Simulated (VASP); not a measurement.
SnTe:

```xyz
2
Lattice="0.0000 3.1509 3.1509 3.1509 0.0000 3.1509 3.1509 3.1509 0.0000" Properties=species:S:1:pos:R:3 pbc="T T T"
Te    3.1509    3.1509    3.1509
Sn    0.0000    0.0000    0.0000
```

| Item | Value |
| --- | --- |
| Program | VASP 6.6.1 |
| Task | relaxation of cell and atoms |
| Functional | BLYP |
| Potentials or basis | VASP PAW PBE potentials, release 64 (Te, Sn_d) |
| Cutoff | 600 eV |
| k mesh | 7 × 7 × 7 |
| Occupations | fermi-dirac, width 0.05 eV |
| Spin | no spin polarisation |

At the start: pressure 6.2 GPa; volume 31.28 Å³/atom.

Problem. How do energy, volume and symmetry change on relaxing?

Solution. Over 3 steps the energy falls by 80.2 meV/atom and the volume is 35.93 Å³/atom (+14.9 %); space group Fm-3m (No. 225, to 0.05 Å).

The path:
| step | energy change (eV) | largest force (eV/Å) | pressure (GPa) | volume (Å³) |
| --- | --- | --- | --- | --- |
| 1 | 0.0000 | 0.0000 | 6.20 | 62.56 |
| 2 | -0.1535 | 0.0000 | -0.95 | 74.18 |
| 3 | -0.1604 | 0.0000 | 0.03 | 71.85 |

Final structure:
```yaml
crystal:
  lattice:
    - [0.00000, 3.29969, 3.29969]
    - [3.29969, 0.00000, 3.29969]
    - [3.29969, 3.29969, 0.00000]
  atoms:
    - { symbol: Te, position: [0.50000, 0.50000, 0.50000] }
    - { symbol: Sn, position: [0.00000, 0.00000, 0.00000] }
```

Caveat: the PAW data sets were made with another functional, which shifts forces and pressure a little; the volume moved by +15 % from the deposited cell, more than functionals usually miss.
